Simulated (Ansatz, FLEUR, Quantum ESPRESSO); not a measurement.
## SnSe2: 4 runs at one level of theory

```
Sn Se
1.0
     3.81100    0.00000    0.00000
    -1.90550    3.30042    0.00000
     0.00000    0.00000    6.13600
Sn Se
1 2
Direct
  0.00000 0.00000 0.00000
  0.66667 0.33333 0.75100
  0.33333 0.66667 0.24900
```

Alike in all runs: task band structure; functional PBE; k mesh 8 × 8 × 5; occupations fermi-dirac, width 0.05 eV; no spin polarisation; no spin-orbit coupling. Pressure is positive in compression and, in plane waves, holds the error of the finite cutoff, which Ansatz's Pulay term estimates and takes out. Gaps are the smaller of the mesh's and the band path's.

| program and potentials | plane-wave cutoff (eV) | notes | band gap (eV) | pressure (GPa) | largest force (eV/Å) |
| --- | --- | --- | --- | --- | --- |
| Ansatz, PseudoDojo stringent (PBE files) | 1415 | 23.33 valence electrons an atom on average; Pulay term of +0.09 GPa included | 0.72 | 5.63 | 0.798 |
| FLEUR, all-electron, FLAPW | - | - | ? | - | - |
| Ansatz, Ansatz PAW (files of its older set among them) | 770 | 18 valence electrons an atom on average | 0.73 | 5.54 | 0.787 |
| Quantum ESPRESSO, PseudoDojo 0.4.1 SR PBE standard | 1170 | 15.33 valence electrons an atom on average | 0.73 | 5.74 | 0.818 |

Problem. Estimate from the other rows what the run with FLEUR, all-electron, FLAPW gave.

Solution. Band gap 0.75 eV. The other rows, which needn't bracket it: band gap 0.72 to 0.73; pressure 5.54 to 5.74; largest force 0.787 to 0.818.
